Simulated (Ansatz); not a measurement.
# CuO: how settings move the results

One table from this session's results is given with a row withheld; the runs are named, their logs left out.

Program: Ansatz 0.2.0. Level of theory: DFT r2SCAN, scalar-relativistic, plane waves, PAW. These are calculated values, not measurements.

2 further runs of the same task are left out: 1 that didn't finish, 1 set aside as unsound or not needed. Runs told in other sessions of the task aren't counted.

## The system as given

It takes space group Cccm (No. 66, orthorhombic). Conventional cell: a = 3.982 Å, b = 4.307 Å, c = 5.156 Å, α = 90.00°, β = 90.00°, γ = 90.00°. Cu (site symmetry 2/m) is surrounded by 4 O at 1.95 Å. O (site symmetry 222) has 4 Cu at 1.95 Å in its first shell of neighbours.

As a file:

```
CELL_PARAMETERS angstrom
1.99097 -2.15355 0.00000
1.99097 2.15355 0.00000
0.00000 0.00000 5.15593
ATOMIC_POSITIONS crystal
Cu 0.00000 0.50000 0.00000
Cu 0.50000 0.00000 0.50000
O 0.50000 0.50000 0.25000
O 0.50000 0.50000 0.75000
```

The structure comes from the Materials Project (structure only); it is used as listed.

## The base run, which the others are set against

The input, input.yaml:

```yaml
crystal:
  lattice:
    - [1.990968, -2.15355, 0.0]
    - [1.990968, 2.15355, 0.0]
    - [0.0, 0.0, 5.155928]
  atoms:
    - { symbol: Cu, position: [0.0, 0.5, 0.0], spin: 0.69 }
    - { symbol: Cu, position: [0.5, 0.0, 0.5], spin: 0.69 }
    - { symbol: O, position: [0.5, 0.5, 0.25], spin: 0.36 }
    - { symbol: O, position: [0.5, 0.5, 0.75], spin: 0.36 }
basis:
  ecutwfc: 500
kpoints:
  mp_grid: { grid: [14, 14, 8] }
hamiltonian:
  xc: r2scan
scf:
  occupations: { method: gaussian, width: 0.1 }
output:
  forces: true
  stress: true
  eigenvalues: true
  populations: true
magnetization:
  spin_polarized: true
```

Its results, from an earlier run: -3599.3467 eV/atom at zero smearing, pressure -4.09 GPa, largest force 0.000 eV/Å, no gap on the mesh, site moments Cu +0.62 (×2), O +0.33 (×2) μB, in 20 SCF cycles and 5.5 min.

The first run:

The input, input.yaml:

```yaml
crystal:
  lattice:
    - [1.990968, -2.15355, 0.0]
    - [1.990968, 2.15355, 0.0]
    - [0.0, 0.0, 5.155928]
  atoms:
    - { symbol: Cu, position: [0.0, 0.5, 0.0], spin: 0.69 }
    - { symbol: Cu, position: [0.5, 0.0, 0.5], spin: 0.69 }
    - { symbol: O, position: [0.5, 0.5, 0.25], spin: 0.36 }
    - { symbol: O, position: [0.5, 0.5, 0.75], spin: 0.36 }
basis:
  ecutwfc: 150
kpoints:
  mp_grid: { grid: [14, 14, 8] }
hamiltonian:
  xc: r2scan
scf:
  occupations: { method: gaussian, width: 0.1 }
output:
  forces: true
  stress: true
  eigenvalues: true
  populations: true
magnetization:
  spin_polarized: true
```

Started as:

```bash
$ ansatz run input.yaml --threads 1 --pin off --max-ram 2560MiB --backend cpu --events-out ev --progress --plain --runs-dir out
```

Among the steps run: Plane-wave cutoff set to 150 eV; Plane-wave cutoff set to 200 eV; Plane-wave cutoff set to 250 eV; Plane-wave cutoff: 300 eV; Plane-wave cutoff: 350 eV; Plane-wave cutoff set to 380 eV; Plane-wave cutoff: 460 eV; Plane-wave cutoff set to 520 eV; Plane-wave cutoff set to 600 eV; Plane-wave cutoff set to 700 eV.

One of the session's tables, all rows but one given; the rest of the session is left out.

It belongs to the step «The sweep of the plane-wave cutoff side by side». 

```
cutoff (eV)  ΔE (meV/atom)  pressure (GPa)  cell moment (μB)
        150          55320           52.93              1.99
        200          10730           14.51              0.00
        250           2045           -7.38              0.30
        300            338           -5.01              1.87
        350           51.2           -4.32              1.88
        380              ?               ?                 ?
        460           4.44           -4.09              1.89
        500           3.03           -4.09              1.89
        520           2.49           -4.09              1.89
        600           0.81           -4.11              1.89
        700           0.00           -4.12              1.89
```

Estimate the missing values for cutoff (eV) = 380.

Worked estimate for «ΔE (meV/atom)». A straight line through the neighbours (350, 51.2) and (460, 4.44) gives 51.2 + (4.44 − 51.2) × (380 − 350) / (460 − 350) = 38.4; a parabola fitted to 4 rows on both sides gives 5.8.

The run gave: ΔE (meV/atom): 19.0; pressure (GPa): -4.15; cell moment (μB): 1.89. In «ΔE (meV/atom)» the line misses by +19.4 and the parabola by -13.2.

Limits of these values: Other magnetic orders or occupations could lie lower; they were not searched in full. The settings are coarse, so take the values as rough. Warnings in the runs' records: stability check not made, cutoff below recommended, seeded moment not kept.
